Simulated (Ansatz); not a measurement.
# 64-atom supercell of rocksalt KCl

What do PBEsol, HSE06 and r²SCAN give for the perfect crystal in this cell, and at what cost?

All numbers are computed with Ansatz 0.2.0 (PAW, plane waves).

**1. Starting point**

64 atoms (32 Cl, 32 K); a = 12.487 Å, b = 12.487 Å, c = 12.487 Å, α = 90.00°, β = 90.00°, γ = 90.00°.

The runs, in order: (2) PBEsol single point at the single k point (¼, ¼, ¼), on 1 × data-centre GPU with 8 threads; (3) HSE06 single point at the single k point (¼, ¼, ¼), on 1 × data-centre GPU with 8 threads; (4) r²SCAN single point at the single k point (¼, ¼, ¼), on 1 × data-centre GPU with 8 threads.

**2. PBEsol on the given atoms**

The input, in.yaml:

```yaml
crystal:
  lattice:
    - [12.487268, 0.000000, 0.000000]
    - [0.000000, 12.487268, 0.000000]
    - [0.000000, 0.000000, 12.487268]
  atoms:
    - { symbol: Cl, position: [0.250000, 0.000000, 0.000000] }
    - { symbol: Cl, position: [0.250000, 0.000000, 0.500000] }
    - { symbol: Cl, position: [0.250000, 0.500000, 0.000000] }
    - { symbol: Cl, position: [0.250000, 0.500000, 0.500000] }
    - { symbol: Cl, position: [0.750000, 0.000000, 0.000000] }
    - { symbol: Cl, position: [0.750000, 0.000000, 0.500000] }
    - { symbol: Cl, position: [0.750000, 0.500000, 0.000000] }
    - { symbol: Cl, position: [0.750000, 0.500000, 0.500000] }
    - { symbol: Cl, position: [0.000000, 0.250000, 0.000000] }
    - { symbol: Cl, position: [0.000000, 0.250000, 0.500000] }
    - { symbol: Cl, position: [0.000000, 0.750000, 0.000000] }
    - { symbol: Cl, position: [0.000000, 0.750000, 0.500000] }
    - { symbol: Cl, position: [0.500000, 0.250000, 0.000000] }
    - { symbol: Cl, position: [0.500000, 0.250000, 0.500000] }
    - { symbol: Cl, position: [0.500000, 0.750000, 0.000000] }
    - { symbol: Cl, position: [0.500000, 0.750000, 0.500000] }
    - { symbol: Cl, position: [0.000000, 0.000000, 0.250000] }
    - { symbol: Cl, position: [0.000000, 0.000000, 0.750000] }
    - { symbol: Cl, position: [0.000000, 0.500000, 0.250000] }
    - { symbol: Cl, position: [0.000000, 0.500000, 0.750000] }
    - { symbol: Cl, position: [0.500000, 0.000000, 0.250000] }
    - { symbol: Cl, position: [0.500000, 0.000000, 0.750000] }
    - { symbol: Cl, position: [0.500000, 0.500000, 0.250000] }
    - { symbol: Cl, position: [0.500000, 0.500000, 0.750000] }
    - { symbol: Cl, position: [0.250000, 0.250000, 0.250000] }
    - { symbol: Cl, position: [0.250000, 0.250000, 0.750000] }
    - { symbol: Cl, position: [0.250000, 0.750000, 0.250000] }
    - { symbol: Cl, position: [0.250000, 0.750000, 0.750000] }
    - { symbol: Cl, position: [0.750000, 0.250000, 0.250000] }
    - { symbol: Cl, position: [0.750000, 0.250000, 0.750000] }
    - { symbol: Cl, position: [0.750000, 0.750000, 0.250000] }
    - { symbol: Cl, position: [0.750000, 0.750000, 0.750000] }
    - { symbol: K, position: [0.000000, 0.000000, 0.000000] }
    - { symbol: K, position: [0.000000, 0.000000, 0.500000] }
    - { symbol: K, position: [0.000000, 0.500000, 0.000000] }
    - { symbol: K, position: [0.000000, 0.500000, 0.500000] }
    - { symbol: K, position: [0.500000, 0.000000, 0.000000] }
    - { symbol: K, position: [0.500000, 0.000000, 0.500000] }
    - { symbol: K, position: [0.500000, 0.500000, 0.000000] }
    - { symbol: K, position: [0.500000, 0.500000, 0.500000] }
    - { symbol: K, position: [0.250000, 0.250000, 0.000000] }
    - { symbol: K, position: [0.250000, 0.250000, 0.500000] }
    - { symbol: K, position: [0.250000, 0.750000, 0.000000] }
    - { symbol: K, position: [0.250000, 0.750000, 0.500000] }
    - { symbol: K, position: [0.750000, 0.250000, 0.000000] }
    - { symbol: K, position: [0.750000, 0.250000, 0.500000] }
    - { symbol: K, position: [0.750000, 0.750000, 0.000000] }
    - { symbol: K, position: [0.750000, 0.750000, 0.500000] }
    - { symbol: K, position: [0.250000, 0.000000, 0.250000] }
    - { symbol: K, position: [0.250000, 0.000000, 0.750000] }
    - { symbol: K, position: [0.250000, 0.500000, 0.250000] }
    - { symbol: K, position: [0.250000, 0.500000, 0.750000] }
    - { symbol: K, position: [0.750000, 0.000000, 0.250000] }
    - { symbol: K, position: [0.750000, 0.000000, 0.750000] }
    - { symbol: K, position: [0.750000, 0.500000, 0.250000] }
    - { symbol: K, position: [0.750000, 0.500000, 0.750000] }
    - { symbol: K, position: [0.000000, 0.250000, 0.250000] }
    - { symbol: K, position: [0.000000, 0.250000, 0.750000] }
    - { symbol: K, position: [0.000000, 0.750000, 0.250000] }
    - { symbol: K, position: [0.000000, 0.750000, 0.750000] }
    - { symbol: K, position: [0.500000, 0.250000, 0.250000] }
    - { symbol: K, position: [0.500000, 0.250000, 0.750000] }
    - { symbol: K, position: [0.500000, 0.750000, 0.250000] }
    - { symbol: K, position: [0.500000, 0.750000, 0.750000] }
  symmetry: { detect: false }
kpoints:
  mp_grid: { grid: [1, 1, 1], shift: [0.25, 0.25, 0.25] }
hamiltonian:
  xc: pbesol
scf:
  occupations: { method: fermi_dirac, width: 0.01 }
output:
  forces: true
  eigenvalues: true
  stress: true
  populations: true
  eigenstates: { kpoints: [[0.25, 0.25, 0.25]], e_range: [-6.0, 6.0], localisation: true }
```

**3. Single point with HSE06**

in.yaml, as its differences from that of step 2:

```diff
@@ -74,3 +74,3 @@
 hamiltonian:
-  xc: pbesol
+  xc: hse06
 scf:
@@ -80,3 +80,2 @@
   eigenvalues: true
-  stress: true
   populations: true
```

**4. r²SCAN single point**

in.yaml, as its differences from that of step 3:

```diff
@@ -74,3 +74,3 @@
 hamiltonian:
-  xc: hse06
+  xc: r2scan
 scf:
```

**Question.** What will these runs give? Wanted: for each run, top filled to lowest empty; energy; pressure.

The runs gave:

```
 level         time  top filled to lowest empty (eV)  energy (eV/atom)  pressure (GPa)
PBEsol  8.2 s (GPU)                             5.55        -1290.3706            0.00
 HSE06   37 s (GPU)                             7.03        -1311.4412               -
r²SCAN   12 s (GPU)                             6.35        -1315.2355               -
```

**In words.** At the same k points, PBEsol gives a spacing 1.49 eV smaller and r²SCAN gives a spacing 0.69 eV smaller than the 7.03 eV of HSE06. Exact exchange costs time: HSE06 ran about 4.5 times as long as PBEsol on the same kind of device. With one k point the spacing samples only the states that fold onto it, so it can exceed the gap over the zone.
